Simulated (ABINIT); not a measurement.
Sn:

```
Sn
1.0
    -2.94014    2.94014    1.59930
     2.94014   -2.94014    1.59930
     2.94014    2.94014   -1.59930
Sn
2
Cartesian
  0.0000 0.0000 0.0000
  0.0000 2.9401 0.7997
```

| Item | Value |
| --- | --- |
| Program | ABINIT 10.8.3 (patched build) |
| Task | single point |
| Functional | PBE |
| Potentials or basis | JTH PAW PBE v2.0 |
| Cutoff | 599 eV |
| k mesh | 9 × 9 × 9 |
| Occupations | fermi-dirac, width 0.05 eV |
| Spin | no spin polarisation |

On this cell: pressure 1.5 GPa; largest force under 0.003 eV/Å; band gap on the k mesh none (metal or under the smearing width).

The same run follows on a disturbed copy (atoms moved at random, drawn with an rms of 0.05 Å):

```
Sn
1.0
    -2.94014    2.94014    1.59930
     2.94014   -2.94014    1.59930
     2.94014    2.94014   -1.59930
Sn
2
Direct
  0.00707 0.99527 0.98770
  0.74919 0.24451 0.49911
```

Task: What changes?

Result: The energy (extrapolated to zero smearing) moves by +2.4 meV/atom; pressure 1.5 GPa; largest force 0.205 eV/Å; band gap on the k mesh none (metal or under the smearing width).

Forces in eV/Å, atoms in the order of the input:
```
Sn   0.200  0.043 -0.004
Sn  -0.200 -0.043  0.004
```

Stress tensor (GPa, compression positive):
```
 1.52 -0.01  0.32
-0.01  1.84 -0.07
 0.32 -0.07  1.12
```
